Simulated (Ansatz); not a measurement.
Crystal: CoSi.

```
Co Si
1.0
     2.78133    0.00000    0.00000
     0.00000    2.78133    0.00000
     0.00000    0.00000    2.78133
Co Si
1 1
Direct
  0.00000 0.00000 0.00000
  0.50000 0.50000 0.50000
```

Measurements of this composition are mostly on another form, of space group No. 198.

Base run:

| Quantity | Value |
| --- | --- |
| Program | Ansatz 0.2.0 |
| Functional | PBE |
| Potentials or basis | all-electron LAPW, scalar-relativistic |
| Cutoff | 272 eV (chosen from the basis error) |
| Basis error allowed | 0.001 eV/atom |
| k mesh | 10 × 10 × 10 |
| Occupations | fermi-dirac, width 0.05 eV |
| Spin | collinear spin, ferromagnetic start |
| Starting moments | [2.0, 0.0] μB |

Its results: pressure 0.8 GPa; net moment 0.56 μB per cell; site moments Co +0.56; Si +0.01 μB.

Q: The run is repeated on the same cell with these changes: functional from PBE to PBEsol. What comes out?

A: Pressure -6.4 GPa; net moment 0.53 μB per cell; site moments Co +0.54; Si +0.01 μB.

PBEsol binds more tightly than PBE, so the same cell stands under less pressure.
